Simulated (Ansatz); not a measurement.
# BaTiO3 (Cmm2) in Ansatz: a series of runs

One crystal, BaTiO3, is run at these levels: PBE; tasks: single point.

All numbers are computed with Ansatz 0.2.0; they aren't measurements. Logs are shortened: lines on timing, memory, paths and dates and some standing lists are left out, and cuts for length are marked.

### 1 The cell of the first run

The structure is orthorhombic, space group Cmm2 (No. 35). Conventional cell: a = 5.600 Å, b = 5.713 Å, c = 4.018 Å, α = 90.00°, β = 90.00°, γ = 90.00°. Around Ba (site symmetry mm2) lie 12 O at 2.79 to 2.88 Å. Ti (site symmetry mm2) is surrounded by 6 O at 1.89 to 2.13 Å. O (site symmetry 2) has 2 Ti at 2.00 Å as nearest neighbours. O (site symmetry mm2) is surrounded by 2 Ti at 1.89 to 2.13 Å.

### 2 Single point, PBE (strained by -2 %)

Contents of input.yaml:

```yaml
crystal:
  lattice:
    - [3.9998, -0.039998, 0.0]
    - [-0.039998, 3.9998, 0.0]
    - [0.0, 0.0, 4.018]
  atoms:
    - { symbol: Ba, position: [0.0, 0.0, 0.0] }
    - { symbol: Ti, position: [0.5, 0.5, 0.49] }
    - { symbol: O, position: [0.0, 0.5, 0.517] }
    - { symbol: O, position: [0.5, 0.0, 0.517] }
    - { symbol: O, position: [0.5, 0.5, 0.019] }
hamiltonian:
  xc: pbe
  pseudopotentials: { kind: paw }
kpoints:
  mp_grid: { grid: [5, 5, 5] }
scf:
  occupations: { method: fermi_dirac, width: 0.05 }
output:
  forces: true
  stress: true
  eigenvalues: true
  write_density: true
  write_potential: true
  elf: true
  volumetric_format: npy
```

Potentials or basis: Ansatz PAW.

Command:

```bash
$ ansatz run input.yaml --threads 2 --pin off --max-ram 5632MiB --backend cpu --events-out ev --progress --plain --runs-dir out
```

The program printed:

```text
Warning: RAYON_NUM_THREADS=2 ignored (pool sized by the plan → 2); use --threads N
Engine: ansatz 0.2.0, x86_64-unknown-linux-gnu
Pseudopotentials: kind: paw
Pseudopotential: Ba, paw, valence charge 10, recommended cutoff 420 eV (normal), Ba.paw.azcp
Pseudopotential: Ti, paw, valence charge 12, recommended cutoff 420 eV (normal), Ti.paw.azcp
Pseudopotential: O, paw, valence charge 6, recommended cutoff 420 eV (normal), O.paw.azcp
Functional definition: PBE
  parameter kappa = 0.804
  parameter beta = 0.06672455060314922
  exchange = pbe_x(kappa = kappa, mu = beta*pi^2/3)
  correlation = pbe_c(beta = beta)
Crystal: 5 atoms, lattice volume = 64.275 Å³
Basis set: ecut = 420 eV, 1265 PW (Γ), exchange–correlation on 54×54×54 points (8 copies of the dense FFT grid, shifted against one another)
Bands: 25, of which v1, the nominal top of the filled ones, is band 20 counted from 1 (19 counted from 0)
Symmetry: 4 space group operations
Space group: Cmm2 (ITA 35), of the structure as read, at distance tolerance 4.0e-5 Å
k-points: 27 of 125 (time reversal used)
Non-local potential: Ba, projectors of the file, l = 0: 3, l = 1: 2, l = 2: 2, l = 3: 2
Non-local potential: Ti, projectors of the file, l = 0: 3, l = 1: 2, l = 2: 3, l = 3: 1
Non-local potential: O, projectors of the file, l = 0: 2, l = 1: 2, l = 2: 1
PAW form: soft (Blöchl's): semilocal exchange-correlation on the pseudo side does not see the compensation charge
PAW one-centre angular grid: Ba, 194 points (default); XC on 64 Gauss nodes
PAW one-centre angular grid: Ti, 590 points (default); XC on 64 Gauss nodes
PAW one-centre angular grid: O, 110 points (default); XC on 64 Gauss nodes
Initial density: superposition of atomic densities (neutral atoms: chi_scale 0, normalization atom), corrected by the library's trained network
Initial wavefunctions: pseudopotential atomic-orbital guess
Functional: x = pbe(κ = 0.804, μ = 0.2195149727645171), c = pbe(β = 0.06672455060314922)
SCF iter   1: F=—  HF=-10159.566883 eV  |F-HF|=—  |Δ(HF+E_count)|=         —  Δρ=1.53e-3  dr2=8.94e-4  ethr=1.77e-3  ⟨swp⟩=6.0  Hψ=3342  notcnv=0
preconditioner: auto → Resta (q_TF=auto, 2.521 Å⁻¹)  ε∞=5.9  [insulator: Δε(μ)=1.952 eV  Ē_g=11.889 eV  σ=0.050 eV  W_gap=1.00  n_scr=18 (ndim 8)  ℏωp=26.2 eV  f_vac=0.000  D(μ)=0.00/eV (n_scr^D=0)  ε∞_Penn≈5.9]
SCF iter   2: F=—  HF=-10159.567186 eV  |F-HF|=—  |Δ(HF+E_count)|=   3.03e-4  Δρ=7.47e-4  dr2=2.25e-4  ethr=2.24e-6  ⟨swp⟩=2.0  Hψ=1360  notcnv=0
SCF iter   3: F=—  HF=-10159.567332 eV  |F-HF|=—  |Δ(HF+E_count)|=   1.46e-4  Δρ=1.08e-4  dr2=1.33e-5  ethr=5.63e-7  ⟨swp⟩=2.7  Hψ=1079  notcnv=0
SCF iter   4: F=—  HF=-10159.566610 eV  |F-HF|=—  |Δ(HF+E_count)|=   7.22e-4  Δρ=5.67e-5  dr2=2.56e-6  ethr=3.31e-8  ⟨swp⟩=2.0  Hψ=1178  notcnv=0
SCF iter   5: F=—  HF=-10159.566610 eV  |F-HF|=—  |Δ(HF+E_count)|=   1.63e-7  Δρ=1.80e-5  dr2=1.19e-7  ethr=6.40e-9  ⟨swp⟩=2.6  Hψ=1156  notcnv=0
SCF iter   6: F=-10159.566610 eV  HF=-10159.566610 eV  |F-HF|=1.04e-9  |Δ(HF+E_count)|=   3.50e-8  Δρ=4.21e-6  dr2=6.64e-9  ethr=2.50e-10  ⟨swp⟩=10.9  Hψ=5054  notcnv=0
SCF 1 converged in 6 iterations: F = -10159.566610 eV  dr2 = 6.64e-9
SCF converged after 6 iterations
Free energy (F): -10159.566610 eV
Harris-Foulkes:  -10159.566610 eV  (|F-HF|=1.04e-9)
Internal energy: -10159.566610 eV  (E = F + TS)
E sigma→0 (E₀):  -10159.566610 eV
Fermi energy:    11.204840 eV
--- Per-component energies (eV) ---
  E_band       = -141.232200
  E_kinetic    = 970.207796
  E_local      = -2101.740317  (includes V_loc(G=0)·N_el)
  E_nonlocal   = 203.565150
  E_hartree    = 820.963602
  E_xc         = -491.548069
  E_vxc        = -546.246924  (∫ρ·V_xc dr)
  E_paw        = -6744.550907  (= ΣΔE_a)
  E_vpaw       = -308.953376  (= ΣTr[D̂ρ^β])
  E_aug_tail   = 0.007413  (compensation charges beyond the density's cutoff)
  E_ewald      = -2816.471279
  E_smearing   = -0.000000  (= −TS)
  E_closure    = 0.000000  (closes the sum)
  Σ components = -10159.566610   (vs F -10159.566610, Δ=0.00e0)
--- Forces (eV/Å), atoms counted from 1 ---
  atom   1  Ba     0.00000000     0.00000000     0.04065813
  atom   2  Ti     0.00000000     0.00000000    -0.16555015
  atom   3  O     -0.00000000     0.00000000    -0.09600587
  atom   4  O     -0.00000000     0.00000000    -0.09600587
  atom   5  O      0.00000000     0.00000000     0.31690585
  max |Σ_I F_I| component: 2.10e-6 eV/Å
--- Stress (GPa, compression-positive) ---
        2.173381       2.439522       0.000000
        2.439522       2.173381       0.000000
        0.000000       0.000000       3.049295
  P = ⅓ Tr σ = 2.4654 GPa (24.654 kbar)
--- Band table (eV; the first three rows and the last of 27) ---
  k-point 0: bands = ["-46.2078", "-22.4597", "-22.4373", "-22.4215", "-14.3754", "-6.5671", "-5.9264", "-5.8654", "0.4010", "0.4335", "0.4610", "7.9564", "8.0031", "8.0744", "9.0377", "9.0866", "9.1523", "9.9885", "10.0360", "10.1204", "12.1351", "12.3160", "12.3808", "14.3297", "14.4271"]
  k-point 1: bands = ["-46.2076", "-22.4770", "-22.4366", "-22.4208", "-14.3355", "-6.5906", "-5.8935", "-5.8546", "0.4538", "0.5180", "0.5810", "7.3871", "7.8537", "7.9448", "8.6945", "8.7581", "8.8680", "9.3131", "9.8182", "9.9731", "12.1794", "12.9104", "12.9648", "14.3288", "15.2670"]
  k-point 2: bands = ["-46.2071", "-22.5047", "-22.4355", "-22.4197", "-14.2692", "-6.7370", "-5.8368", "-5.7062", "0.5429", "0.6145", "0.8157", "6.4447", "7.5894", "7.6428", "8.3715", "8.4655", "8.4749", "8.5197", "9.5859", "9.7647", "12.2528", "13.7422", "13.7785", "14.3296", "16.2141"]
  k-point 26: bands = ["-46.2056", "-22.4993", "-22.4779", "-22.4642", "-14.1311", "-5.8711", "-5.7349", "-5.6531", "-0.1718", "-0.1480", "0.0506", "6.0671", "6.6514", "6.6733", "7.5708", "7.9073", "7.9616", "10.0046", "10.0136", "10.1513", "14.3090", "14.3236", "14.3619", "17.1598", "17.3110"]
```

Run time: 9.1 s. Hardware: 2 threads of Intel Xeon Platinum 8259CL at 2.50GHz (Skylake/Cascade Lake), shared host; peak memory 0.6 GiB.

Results:

- Free energy: -10159.5666 eV
- Pressure: 2.5 GPa
- Largest force: 0.317 eV/Å
- Band gap on the k mesh: 1.97 eV, indirect (least direct gap 2.01 eV)

Forces in eV/Å, atoms in the order of the input:
```
Ba   0.000  0.000  0.041
Ti   0.000  0.000 -0.166
O    0.000  0.000 -0.096
O    0.000  0.000 -0.096
O    0.000  0.000  0.317
```

Stress tensor (GPa, compression positive):
```
2.17 2.44 0.00
2.44 2.17 0.00
0.00 0.00 3.05
```

Caveat: odd divisions of the mesh miss points on the zone boundary, where band edges often lie, so the gap on the mesh can be too wide; the pressure holds a Pulay correction of +0.5 GPa for the finite cutoff; spin-orbit coupling is left out, which moves the levels of the heavy elements.

### 3 Single point, PBE (strained by +2 %)

Edit input.yaml of step 2 so:

```diff
@@ -2,4 +2,4 @@
   lattice:
-    - [3.9998, -0.039998, 0.0]
-    - [-0.039998, 3.9998, 0.0]
+    - [3.9998, 0.039998, 0.0]
+    - [0.039998, 3.9998, 0.0]
     - [0.0, 0.0, 4.018]
@@ -22,5 +22 @@
   eigenvalues: true
-  write_density: true
-  write_potential: true
-  elf: true
-  volumetric_format: npy
```

Potentials or basis: Ansatz PAW.

Command:

```bash
$ ansatz run input.yaml --threads 2 --pin off --max-ram 5632MiB --backend cpu --events-out ev --progress --plain --runs-dir out
```

Run time: 3.5 s. Hardware: 2 threads of Intel Xeon Platinum 8259CL at 2.50GHz (Skylake/Cascade Lake), shared host; peak memory 0.59 GiB.

It converged, with:

```yaml
Free_energy: -10159.5666 eV
Pressure: 2.5 GPa
Largest_force: 0.317 eV/Å
Band_gap_on_the_k_mesh: 1.97 eV, indirect (least direct gap 2.01 eV)
```

Forces on the atoms (eV/Å):
```
Ba   0.000  0.000  0.041
Ti   0.000  0.000 -0.166
O    0.000  0.000 -0.096
O    0.000  0.000 -0.096
O    0.000  0.000  0.317
```

Stress tensor (GPa, compression positive):
```
 2.17 -2.44  0.00
-2.44  2.17  0.00
 0.00  0.00  3.05
```

Levels at points of the mesh, in eV from the valence-band top:
| k point | band 16 | band 17 | band 18 | band 19 | band 20 | band 21 | band 22 | band 23 | band 24 | band 25 |
| --- | --- | --- | --- | --- | --- | --- | --- | --- | --- | --- |
| (0.00, 0.00, 0.00) | -1.08 | -1.01 | -0.18 | -0.13 | -0.05 | 1.97 | 2.15 | 2.21 | 4.16 | 4.26 |

Caveat: odd divisions of the mesh miss points on the zone boundary, where band edges often lie, so the gap on the mesh can be too wide; the pressure holds a Pulay correction of +0.5 GPa for the finite cutoff; spin-orbit coupling is left out, which moves the levels of the heavy elements. A k mesh can miss the band edges.

### 4 Single point, PBE (strained by +4 %)

Edit input.yaml of step 3 so:

```diff
@@ -2,4 +2,4 @@
   lattice:
-    - [3.9998, 0.039998, 0.0]
-    - [0.039998, 3.9998, 0.0]
+    - [3.9998, 0.079996, 0.0]
+    - [0.079996, 3.9998, 0.0]
     - [0.0, 0.0, 4.018]
@@ -22 +22,5 @@
   eigenvalues: true
+  write_density: true
+  write_potential: true
+  elf: true
+  volumetric_format: npy
```

Command:

```bash
$ ansatz run input.yaml --threads 2 --pin off --max-ram 5632MiB --backend cpu --events-out ev --progress --plain --runs-dir out
```

Wall time 4.5 s (2 threads of Intel Xeon Platinum 8259CL at 2.50GHz (Skylake/Cascade Lake), shared host); peak memory 0.6 GiB.

The run converged. Its results:

- Free energy: -10159.5368 eV
- Pressure: 2.6 GPa
- Largest force: 0.318 eV/Å
- Band gap on the k mesh: 1.93 eV, direct

Forces in eV/Å, atoms in the order of the input:
```
Ba   0.000  0.000  0.039
Ti   0.000  0.000 -0.163
O    0.000  0.000 -0.097
O    0.000  0.000 -0.097
O    0.000  0.000  0.318
```

Stress tensor (GPa, compression positive):
```
 2.31 -4.89  0.00
-4.89  2.31  0.00
 0.00  0.00  3.11
```

Levels at points of the mesh, in eV from the valence-band top:
```csv
k point,band 17,band 18,band 19,band 20,band 21,band 22,band 23,band 24
"(0.00, 0.00, 0.00)",-1.04,-0.27,-0.17,0.00,1.93,2.08,2.21,4.13
```

Caveat: odd divisions of the mesh miss points on the zone boundary, where band edges often lie, so the gap on the mesh can be too wide; the pressure holds a Pulay correction of +0.5 GPa for the finite cutoff; spin-orbit coupling is left out, which moves the levels of the heavy elements.

### 5 The runs side by side

| cell | gap on the mesh (eV) | pressure (GPa) | largest force (eV/Å) |
| --- | --- | --- | --- |
| strained by -2 % | 1.97 | 2.5 | 0.32 |
| strained by +2 % | 1.97 | 2.5 | 0.32 |
| strained by +4 % | 1.93 | 2.6 | 0.32 |

Alike in all rows: task single point; level PBE; potentials or basis Ansatz PAW; no spin polarisation; k mesh 5 × 5 × 5; cutoff (eV) 420; smearing fermi-dirac 0.05 eV.

Caveats: odd divisions of the mesh miss points on the zone boundary, where band edges often lie, so the gap on the mesh can be too wide; spin-orbit coupling is left out, which moves the levels of the heavy elements.

Total energies depend on the potentials used, so only differences within one code and one set of settings carry meaning.
